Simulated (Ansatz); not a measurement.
# ScAl2: the cost of one run

Program: Ansatz 0.2.0. Level of theory: DFT PBEsol, scalar-relativistic, plane waves, PAW. These are calculated values, not measurements.

1 further run of the same task is left out (set aside as unsound or not needed).

**1. Starting point**

It takes space group Fd-3m (No. 227, cubic). The conventional cell has a = 7.527 Å, b = 7.527 Å, c = 7.527 Å, α = 90.00°, β = 90.00°, γ = 90.00°. Around Sc (site symmetry -43m) lie 12 Al at 3.12 Å and 4 Sc at 3.26 Å. Al (site symmetry -3m) has 6 Al at 2.66 Å as nearest neighbours.

As a file:

```xyz
6
Lattice="0.0000 3.7634 3.7634 3.7634 0.0000 3.7634 3.7634 3.7634 0.0000" Properties=species:S:1:pos:R:3 pbc="T T T"
Sc    3.7634    3.7634    3.7634
Sc    5.6451    5.6451    5.6451
Al    0.9409    0.9409    0.9409
Al    0.9409    2.8226    2.8226
Al    2.8226    0.9409    2.8226
Al    2.8226    2.8226    0.9409
```

It goes back to an entry of the Materials Project, which need not be the stable form.

This cell was relaxed beforehand with the same method: volume 17.77 Å³/atom, gap on the mesh none (metal).

**2. Zero of the scan**

input.yaml

```yaml
crystal:
  lattice:
    - [0.0, 3.7634024215, 3.7634024215]
    - [3.7634024215, 0.0, 3.7634024215]
    - [3.7634024215, 3.7634024215, 0.0]
  atoms:
    - { symbol: Sc, position: [0.5, 0.5, 0.5] }
    - { symbol: Sc, position: [0.75, 0.75, 0.75] }
    - { symbol: Al, position: [0.125, 0.125, 0.125] }
    - { symbol: Al, position: [0.625, 0.125, 0.125] }
    - { symbol: Al, position: [0.125, 0.625, 0.125] }
    - { symbol: Al, position: [0.125, 0.125, 0.625] }
basis:
  ecutwfc: 420
kpoints:
  mp_grid: { grid: [8, 8, 8] }
hamiltonian:
  xc: pbesol
scf:
  occupations: { method: gaussian, width: 0.15 }
output:
  forces: true
  stress: true
  eigenvalues: true
```

Launch:

```sh
$ ansatz run input.yaml --threads 2 --pin off --max-ram 5120MiB --backend cpu --events-out ev --progress --plain --runs-dir out
```

**Question.** How long does this run take on 2 threads of Intel Xeon 6975P-C (Granite Rapids), shared host, and how much memory does it need?

About 1.1 s, with a peak of 0.46 GiB.
